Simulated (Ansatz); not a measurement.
# In: energies, forces and stress near the listed structure

How do energy, forces, pressure and gap of In change under moves of single atoms, random distortions, further strains and shifts? Each case is one self-consistent run.

Program: Ansatz 0.2.0. Level of theory: DFT PBE, scalar-relativistic, plane waves, PAW. These are calculated values, not measurements.

### Step 1. The system as given

Symmetry: P6_3/mmc, No. 194, hexagonal system. Conventional cell: a = 3.335 Å, b = 3.335 Å, c = 5.509 Å, α = 90.00°, β = 90.00°, γ = 120.00°. In (site symmetry -6m2) is surrounded by 12 In at 3.34 to 3.36 Å.

Coordinates:

```cif
data_structure
_symmetry_space_group_name_H-M 'P6_3/mmc'
_symmetry_Int_Tables_number 194
_cell_length_a 3.3355
_cell_length_b 3.3355
_cell_length_c 5.5091
_cell_angle_alpha 90.000
_cell_angle_beta 90.000
_cell_angle_gamma 120.000
_cell_volume 53.08
loop_
_atom_site_label
_atom_site_type_symbol
_atom_site_symmetry_multiplicity
_atom_site_Wyckoff_symbol
_atom_site_fract_x
_atom_site_fract_y
_atom_site_fract_z
_atom_site_occupancy
In1 In 2 c 0.33333 0.66667 0.25000 1
```

The structure comes from the Materials Project (structure only).

### Step 2. Random moves and strain, cell strained

Against the listed cell: strain xx, yy, zz, yz, xz, xy = +3.0, +3.7, +3.7, +0.1, +0.2, -0.1 %; atoms moved by 0.06 Å root mean square, at most 0.06 Å.

The input, input.yaml:

```yaml
crystal:
  lattice:
    - [3.4344486155, -0.0036690333, 0.006137292]
    - [-1.7204017838, 2.9974144688, -0.0001222592]
    - [0.010136823, 0.0056193258, 5.7147441338]
  atoms:
    - { symbol: In, position: [0.3379464248, 0.6538750707, 0.2445962556] }
    - { symbol: In, position: [0.6620535752, 0.3461249293, 0.7554037444] }
basis:
  ecutwfc: 420
kpoints:
  mp_grid: { grid: [12, 12, 6] }
hamiltonian:
  xc: pbe
scf:
  occupations: { method: gaussian, width: 0.1 }
output:
  forces: true
  stress: true
  eigenvalues: true
```

What it wrote, shortened:

```text
Warning: RAYON_NUM_THREADS=1 ignored (pool sized by the plan → 1); use --threads N
[...]
Pseudopotentials: kind: paw
Pseudopotential: In, paw, valence charge 13, recommended cutoff 420 eV (normal), In.paw.azcp
Functional definition: PBE
[...]
Crystal: 2 atoms, lattice volume = 58.794 Å³
Basis set: ecut = 420 eV, 1125 PW (Γ), exchange–correlation on 48×48×80 points (8 copies of the dense FFT grid, shifted against one another)
Bands: 17, of which v1, the nominal top of the filled ones, is band 13 counted from 1 (12 counted from 0)
Symmetry: 2 space group operations
Space group: P-1 (ITA 2), of the structure as read, at distance tolerance 3.9e-5 Å
k-points: 436 of 864
[...]
SCF iter   1: F=—  HF=-11195.657727 eV  |F-HF|=—  |Δ(HF+E_count)|=         —  Δρ=1.10e-3  dr2=5.44e-4  ethr=1.77e-3  ⟨swp⟩=5.6  Hψ=36239  notcnv=0
[...]
SCF iter   6: F=-11195.656407 eV  HF=-11195.656407 eV  |F-HF|=2.01e-8  |Δ(HF+E_count)|=   7.10e-8  Δρ=7.09e-6  dr2=2.44e-8  ethr=3.81e-10  ⟨swp⟩=3.6  Hψ=25852  notcnv=0
[...]
SCF converged after 6 iterations
Free energy (F): -11195.656407 eV
[...]
E sigma→0 (E₀):  -11195.653971 eV
Entropy (-TS):   -0.004872 eV (-2.436 meV/atom)
Fermi energy:    8.687660 eV
[...]
--- Forces (eV/Å), atoms counted from 1 ---
  atom   1  In    -0.00568405     0.00963159     0.10716668
  atom   2  In     0.00568405    -0.00963159    -0.10716668
[...]
--- Stress (GPa, compression-positive) ---
       -1.535081      -0.118801      -0.040273
       -0.118801      -1.676579       0.009006
       -0.040273       0.009006      -1.937714
  P = ⅓ Tr σ = -1.7165 GPa (-17.165 kbar)
--- Band table (eV; the first three rows and the last of 436) ---
  k-point 0: bands = ["-5.8591", "-5.8345", "-5.8090", "-5.8021", "-5.7934", "-5.7813", "-5.7441", "-5.7160", "-5.6131", "-5.5828", "-0.0776", "4.3053", "5.7795", "16.3378", "16.5703", "17.8378", "18.0863"]
[...]
```

Wall time 15 s (1 thread of an Arm CPU, shared host); peak memory 0.58 GiB.

### Step 3. A change within a subgroup

The change: strain xx, yy, zz, yz, xz, xy = -0.9, +0.5, -6.2, +0.0, +0.0, -1.2 %; atoms moved by 0.10 Å root mean square, at most 0.10 Å.

The input, input.yaml:

```yaml
crystal:
  lattice:
    - [3.304798322, -0.0399924625, 0.0]
    - [-1.6870336495, 2.9220428441, 0.0]
    - [0.0, 0.0, 5.1660334989]
  atoms:
    - { symbol: In, position: [0.2987146579, 0.649357334, 0.25] }
    - { symbol: In, position: [0.7012853421, 0.350642666, 0.75] }
basis:
  ecutwfc: 420
kpoints:
  mp_grid: { grid: [14, 14, 8] }
hamiltonian:
  xc: pbe
scf:
  occupations: { method: gaussian, width: 0.1 }
output:
  forces: true
  stress: true
  eigenvalues: true
```

What it wrote, shortened:

```text
Warning: the atoms were moved onto the symmetric positions of the space group found under crystal.symmetry.tolerance 1.0e-5 (fractional; no operation is sought that the atoms, as they stand in a round, miss by more than twice it, and no atom is moved by as much as it), and the run uses [...]
Warning: RAYON_NUM_THREADS=1 ignored (pool sized by the plan → 1); use --threads N
[...]
Pseudopotentials: kind: paw
Pseudopotential: In, paw, valence charge 13, recommended cutoff 420 eV (normal), In.paw.azcp
Functional definition: PBE
[...]
Crystal: 2 atoms, lattice volume = 49.539 Å³
Basis set: ecut = 420 eV, 969 PW (Γ), exchange–correlation on 48×48×72 points (8 copies of the dense FFT grid, shifted against one another)
Bands: 17, of which v1, the nominal top of the filled ones, is band 13 counted from 1 (12 counted from 0)
Symmetry: 8 space group operations
Space group: Cmcm (ITA 63), of the structure as read, at distance tolerance 3.7e-5 Å
k-points: 285 of 1568
[...]
SCF iter   1: F=—  HF=-11195.575849 eV  |F-HF|=—  |Δ(HF+E_count)|=         —  Δρ=1.12e-3  dr2=6.34e-4  ethr=1.77e-3  ⟨swp⟩=5.7  Hψ=23853  notcnv=0
[...]
SCF iter   7: F=-11195.574344 eV  HF=-11195.574344 eV  |F-HF|=2.15e-9  |Δ(HF+E_count)|=   1.13e-7  Δρ=2.57e-6  dr2=2.07e-9  ethr=3.85e-10  ⟨swp⟩=4.7  Hψ=18154  notcnv=0
[...]
SCF converged after 7 iterations
Free energy (F): -11195.574344 eV
[...]
E sigma→0 (E₀):  -11195.572319 eV
Entropy (-TS):   -0.004050 eV (-2.025 meV/atom)
Fermi energy:    11.115190 eV
[...]
--- Forces (eV/Å), atoms counted from 1 ---
  atom   1  In     0.11207943     0.06470909     0.00000000
  atom   2  In    -0.11207943    -0.06470909     0.00000000
[...]
--- Stress (GPa, compression-positive) ---
        5.322942       0.597989       0.000000
        0.597989       4.632444       0.000000
        0.000000       0.000000       6.292422
  P = ⅓ Tr σ = 5.4159 GPa (54.159 kbar)
--- Band table (eV; the first three rows and the last of 285) ---
  k-point 0: bands = ["-3.7534", "-3.6411", "-3.6345", "-3.6143", "-3.6072", "-3.5817", "-3.5306", "-3.5024", "-3.3522", "-3.2392", "1.1077", "7.2952", "7.6218", "19.0627", "19.2373", "20.4314", "21.1555"]
[...]
```

Run time: 8.7 s. Hardware: 1 thread, shared host; peak memory 0.45 GiB.

Sizes of the forces (eV/Å): In1 0.13, In2 0.13.

### Step 4. A random distortion, cell strained

The change: strain xx, yy, zz, yz, xz, xy = +3.0, +3.9, +3.3, -0.2, +0.3, +0.5 %; atoms moved by 0.10 Å root mean square, at most 0.10 Å.

The input, input.yaml:

```yaml
crystal:
  lattice:
    - [3.4364832612, 0.0166774239, 0.0085054862]
    - [-1.7037985578, 2.9924118603, -0.0098855415]
    - [0.0140483144, -0.0107428287, 5.6887960706]
  atoms:
    - { symbol: In, position: [0.3469606347, 0.6743139347, 0.2666777303] }
    - { symbol: In, position: [0.6530393653, 0.3256860653, 0.7333222697] }
basis:
  ecutwfc: 420
kpoints:
  mp_grid: { grid: [12, 12, 8] }
hamiltonian:
  xc: pbe
scf:
  occupations: { method: gaussian, width: 0.1 }
output:
  forces: true
  stress: true
  eigenvalues: true
  populations: true
```

What it wrote, shortened:

```text
Warning: RAYON_NUM_THREADS=1 ignored (pool sized by the plan → 1); use --threads N
[...]
Pseudopotentials: kind: paw
Pseudopotential: In, paw, valence charge 13, recommended cutoff 420 eV (normal), In.paw.azcp
Functional definition: PBE
[...]
Crystal: 2 atoms, lattice volume = 58.661 Å³
Basis set: ecut = 420 eV, 1127 PW (Γ), exchange–correlation on 48×48×80 points (8 copies of the dense FFT grid, shifted against one another)
Bands: 17, of which v1, the nominal top of the filled ones, is band 13 counted from 1 (12 counted from 0)
Symmetry: 2 space group operations
Space group: P-1 (ITA 2), of the structure as read, at distance tolerance 3.9e-5 Å
k-points: 580 of 1152
[...]
SCF iter   1: F=—  HF=-11195.630054 eV  |F-HF|=—  |Δ(HF+E_count)|=         —  Δρ=1.02e-3  dr2=7.14e-4  ethr=1.77e-3  ⟨swp⟩=5.7  Hψ=48560  notcnv=0
[...]
SCF iter   6: F=-11195.628730 eV  HF=-11195.628730 eV  |F-HF|=4.63e-8  |Δ(HF+E_count)|=   1.35e-7  Δρ=1.20e-5  dr2=6.40e-8  ethr=3.85e-10  ⟨swp⟩=6.0  Hψ=39769  notcnv=0
[...]
SCF converged after 6 iterations
Free energy (F): -11195.628730 eV
[...]
E sigma→0 (E₀):  -11195.626360 eV
Entropy (-TS):   -0.004740 eV (-2.370 meV/atom)
Fermi energy:    8.734476 eV
[...]
--- Forces (eV/Å), atoms counted from 1 ---
  atom   1  In    -0.00924305    -0.00683931    -0.35808054
  atom   2  In     0.00924305     0.00683931     0.35808054
[...]
--- Stress (GPa, compression-positive) ---
       -1.350076      -0.081705       0.080433
       -0.081705      -1.285308       0.069719
        0.080433       0.069719      -1.300392
  P = ⅓ Tr σ = -1.3119 GPa (-13.119 kbar)
--- Band table (eV; the first three rows and the last of 580) ---
  k-point 0: bands = ["-5.8527", "-5.8122", "-5.7984", "-5.7847", "-5.7817", "-5.7774", "-5.7196", "-5.6995", "-5.5844", "-5.5598", "-0.1171", "4.4032", "5.8495", "16.2526", "16.5081", "17.8498", "18.2589"]
[...]
--- Löwdin populations: 2 sites ---
  site symbol       q [e]
     0     In     12.9826
     1     In     12.9826
  spilling = 0.001337 (of n_electrons = 26.000000)
```

It took 26 s on 1 thread of an Arm CPU, shared host; peak memory 0.65 GiB.

Per atom:

```tsv
atom	Löwdin electrons
In1	12.98
In2	12.98
```

Sizes of the forces (eV/Å): In1 0.36, In2 0.36.

### Step 5. One atom moved

What differs from the listed cell: atom 1 (In) moved by 0.15 Å.

The input, input.yaml:

```yaml
crystal:
  lattice:
    - [3.335484782, 0.0, 0.0]
    - [-1.667742391, 2.8886145552, 0.0]
    - [0.0, 0.0, 5.50914292]
  atoms:
    - { symbol: In, position: [0.3524598082, 0.6666043564, 0.2746335958] }
    - { symbol: In, position: [0.66666667, 0.33333333, 0.75] }
basis:
  ecutwfc: 420
kpoints:
  mp_grid: { grid: [12, 12, 8] }
hamiltonian:
  xc: pbe
scf:
  occupations: { method: gaussian, width: 0.1 }
output:
  forces: true
  stress: true
  eigenvalues: true
```

What it wrote, shortened:

```text
Warning: RAYON_NUM_THREADS=1 ignored (pool sized by the plan → 1); use --threads N
[...]
Pseudopotentials: kind: paw
Pseudopotential: In, paw, valence charge 13, recommended cutoff 420 eV (normal), In.paw.azcp
Functional definition: PBE
[...]
Crystal: 2 atoms, lattice volume = 53.080 Å³
Basis set: ecut = 420 eV, 1051 PW (Γ), exchange–correlation on 48×48×80 points (8 copies of the dense FFT grid, shifted against one another)
Bands: 17, of which v1, the nominal top of the filled ones, is band 13 counted from 1 (12 counted from 0)
Symmetry: 2 space group operations
Space group: P-1 (ITA 2), of the structure as read, at distance tolerance 3.8e-5 Å
k-points: 580 of 1152
[...]
SCF iter   1: F=—  HF=-11195.644338 eV  |F-HF|=—  |Δ(HF+E_count)|=         —  Δρ=1.08e-3  dr2=6.03e-4  ethr=1.77e-3  ⟨swp⟩=5.6  Hψ=48514  notcnv=0
[...]
SCF iter   6: F=-11195.642919 eV  HF=-11195.642920 eV  |F-HF|=5.67e-8  |Δ(HF+E_count)|=   6.10e-7  Δρ=1.35e-5  dr2=6.81e-8  ethr=3.85e-10  ⟨swp⟩=4.5  Hψ=40431  notcnv=0
[...]
SCF converged after 6 iterations
Free energy (F): -11195.642919 eV
[...]
E sigma→0 (E₀):  -11195.640652 eV
Entropy (-TS):   -0.004536 eV (-2.268 meV/atom)
Fermi energy:    10.057270 eV
[...]
--- Forces (eV/Å), atoms counted from 1 ---
  atom   1  In    -0.01268465     0.00155111    -0.38372445
  atom   2  In     0.01268465    -0.00155111     0.38372445
[...]
--- Stress (GPa, compression-positive) ---
        1.999654      -0.079016       0.092098
       -0.079016       2.002238      -0.005431
        0.092098      -0.005431       1.601709
  P = ⅓ Tr σ = 1.8679 GPa (18.679 kbar)
--- Band table (eV; the first three rows and the last of 580) ---
  k-point 0: bands = ["-4.6406", "-4.5778", "-4.5482", "-4.5450", "-4.5289", "-4.5264", "-4.4575", "-4.4345", "-4.2801", "-4.2565", "0.5767", "5.6335", "6.7281", "18.3316", "18.5174", "20.0928", "20.3678"]
[...]
```

It took 19 s on 1 thread of an Arm CPU, shared host; peak memory 0.64 GiB.

Sizes of the forces (eV/Å): In1 0.38, In2 0.38.

### Step 6. Results

```
step                                    case  energy (meV/atom)  pressure (GPa)  largest force (eV/Å)  gap on the mesh (eV)
   2  random moves and strain, cell strained               +0.0            -1.7                  0.11                  0.00
   3              a change within a subgroup             +40.8*             5.4                  0.13                  0.00
   4      a random distortion, cell strained             +13.8*            -1.3                  0.36                  0.00
   5                          one atom moved              +6.7*             1.9                  0.38                  0.00
```

Energies are counted from step 2, with the smearing taken to zero; a star marks another k mesh, which can shift energies by itself, so starred rows don't rank against the others. A gap of 0.00 means none on the mesh at this level.

Among the distorted cells of the listed formula and level the largest force, 0.38 eV/Å, comes in step 5, shared by 2 atoms. The pressure is 5.4 GPa in the smallest cell and -1.7 GPa in the largest; between them shape and moved atoms count too. The distorted cells of the listed formula and level show no gap on the mesh.
